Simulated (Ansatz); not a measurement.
# ScAl2: the cost of one run

Program: Ansatz 0.2.0. Level of theory: DFT PBE, scalar-relativistic, plane waves, PAW. These are calculated values, not measurements.

## Step 1: The structure to begin with

Symmetry: P-6m2, No. 187, hexagonal system. Conventional cell: a = 2.899 Å, b = 2.899 Å, c = 13.656 Å, α = 90.00°, β = 90.00°, γ = 120.00°. Around Sc (site symmetry 3m) lie 6 Al at 2.83 Å and 6 Sc at 2.90 Å. Al (site symmetry 3m) has 3 Sc at 2.83 Å and 9 Al at 2.83 to 2.90 Å as nearest neighbours. Al (site symmetry -6m2) is surrounded by 6 Sc at 2.83 Å and 6 Al at 2.90 Å. Al (site symmetry -6m2) is surrounded by 12 Al at 2.83 to 2.90 Å.

As a file:

```xyz
6
Lattice="2.8990 0.0000 0.0000 -1.4495 2.5106 0.0000 0.0000 0.0000 13.6559" Properties=species:S:1:pos:R:3 pbc="T T T"
Sc    1.4495    0.8369    4.5520
Sc    1.4495    0.8369    9.1040
Al    0.0000    1.6737   11.3799
Al    0.0000    1.6737    2.2760
Al    0.0000    1.6737    6.8280
Al    1.4495    0.8369    0.0000
```

The start is an ordering of an alloy on its end members' structure types: elements ordered on the sites of the Tm type, Al/Sc on Tm (P-6m2, No. 187).

## Step 2: Probe: one point on a coarse mesh

File input.yaml:

```yaml
crystal:
  lattice:
    - [2.89897006, 0.0, 0.0]
    - [-1.44948503, 2.51058172, 0.0]
    - [0.0, 0.0, 13.65593119]
  atoms:
    - { symbol: Sc, position: [0.66666667, 0.33333333, 0.33333333] }
    - { symbol: Sc, position: [0.66666667, 0.33333333, 0.66666667] }
    - { symbol: Al, position: [0.33333333, 0.66666667, 0.83333333] }
    - { symbol: Al, position: [0.33333333, 0.66666667, 0.16666667] }
    - { symbol: Al, position: [0.33333333, 0.66666667, 0.5] }
    - { symbol: Al, position: [0.66666667, 0.33333333, 0.0] }
basis:
  ecutwfc: 420
kpoints:
  mp_grid: { grid: [6, 6, 2] }
hamiltonian:
  xc: pbe
scf:
  occupations: { method: gaussian, width: 0.1 }
  lower_state_search: "off"
output:
  forces: true
  stress: true
  eigenvalues: true
```

Run with:

```sh
> ansatz run input.yaml --threads 1 --pin off --max-ram 2560MiB --backend cpu --events-out ev --progress --plain --runs-dir out
```

**Question.** How long does this run take on 1 thread of Intel Xeon 6975P-C (Granite Rapids), shared host, and how much memory does it need?

About 2.8 s, with a peak of 0.37 GiB.
